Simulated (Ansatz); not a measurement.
Set up this calculation in Ansatz 0.2.0, as the native input.

```
Task                                : band structure
Functional                          : r2SCAN
Potentials or basis                 : Ansatz PAW
Cutoff                              : 500 eV (not typed: the program's choice for these potentials)
k mesh                              : 7 × 7 × 7
Occupations                         : fermi-dirac, width 0.05 eV
Spin                                : no spin polarisation
Path                                : [["G", "X", "M", "G", "R", "X"], ["M", "R"]]
Points for each segment of the path : 14
```

The system is BaTiO3.

```
Ba Ti O
1.0
     4.00730    0.00000    0.00000
     0.00000    4.00730    0.00000
     0.00000    0.00000    4.00730
Ba Ti O
1 1 3
Cartesian
  2.0398 1.8245 2.0304
  3.7818 0.2804 3.8242
  2.0859 0.0274 0.2221
  0.0507 1.9715 0.2113
  0.0563 3.9108 1.7266
```

The cell isn't the ideal one: all atoms moved at random, sigma 0.15 Å a component.

The input as run:

input.yaml

```yaml
crystal:
  lattice:
    - [4.0073, 0.0, 0.0]
    - [0.0, 4.0073, 0.0]
    - [0.0, 0.0, 4.0073]
  atoms:
    - { symbol: Ba, position: [0.50902945, 0.45529112, 0.50667874] }
    - { symbol: Ti, position: [0.9437351, 0.06997977, 0.9543125] }
    - { symbol: O, position: [0.52053492, 0.00683198, 0.05543194] }
    - { symbol: O, position: [0.01264702, 0.49196782, 0.05272359] }
    - { symbol: O, position: [0.01405351, 0.97592931, 0.43085324] }
hamiltonian:
  xc: r2scan
  pseudopotentials: { kind: paw }
kpoints:
  mp_grid: { grid: [7, 7, 7] }
  band_path:
    path:
      - [[0.0, 0.0, 0.0], [0.0, 0.5, 0.0], [0.5, 0.5, 0.0], [0.0, 0.0, 0.0], [0.5, 0.5, 0.5], [0.0, 0.5, 0.0]]
      - [[0.5, 0.5, 0.0], [0.5, 0.5, 0.5]]
    npoints: 14
scf:
  occupations: { method: fermi_dirac, width: 0.05 }
  n_extra_bands: 12
output:
  forces: true
  stress: true
  eigenvalues: true
  fatbands: true
```

Potentials or basis: Ansatz PAW.

The run is started by

```sh
$ ansatz run input.yaml --threads 2 --pin off --max-ram 5632MiB --backend cpu --events-out ev --progress --plain --runs-dir out
```

Results of the run:

The pressure is 9.0 GPa, the largest force is 4.474 eV/Å and the band gap on the k mesh is 3.15 eV, indirect (least direct gap 3.33 eV). The band gap along the path is 3.21 eV, indirect (least direct gap 3.29 eV).

Caveat: spin-orbit coupling is left out, which moves the levels of the heavy elements; the PAW data sets come from PBE, with cores solved anew for the run's functional, which leaves a small shift of forces and pressure; forces of over 1 eV/Å show positions far from the minimum, so gaps and moduli don't describe the material at rest.

Run time: 66 s on 2 threads of Arm Neoverse V1, with other jobs on the host, peak memory 0.69 GiB.
